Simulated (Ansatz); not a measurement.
SnSe2:

```
Sn Se
1.0
     3.81100    0.00000    0.00000
    -1.90550    3.30042    0.00000
     0.00000    0.00000    6.13600
Sn Se
1 2
Direct
  0.00000 0.00000 0.00000
  0.66667 0.33333 0.75100
  0.33333 0.66667 0.24900
```

Base run:

```yaml
Program: Ansatz 0.2.0
Functional: PBE
Potentials_or_basis: all-electron LAPW, scalar-relativistic
Cutoff: 239 eV
Density_cutoff: 957 eV
Basis_error_allowed: 0.002 eV/atom
k_mesh: 5 × 5 × 3
Occupations: fermi-dirac, width 0.03 eV
Spin: no spin polarisation
```

Its results: band gap on the k mesh 0.80 eV, indirect (least direct gap 1.11 eV); pressure 5.7 GPa; largest force 0.742 eV/Å.

Task: The run is repeated on the same cell with these changes: k mesh from 5 × 5 × 3 to 4 × 4 × 2. What comes out?

Result: Band gap on the k mesh 0.88 eV, indirect (least direct gap 1.10 eV); pressure 5.9 GPa; largest force 0.741 eV/Å.

Caveats: some runs use coarse meshes; spin-orbit coupling is left out, which moves the levels of the heavy elements; this functional lacks dispersion, which binds the layers, so the pressure and a relaxed spacing across them are unreliable; an odd mesh through Γ misses points on the zone boundary, where band edges often lie (some runs).

Not every run made on this cell is shown here.
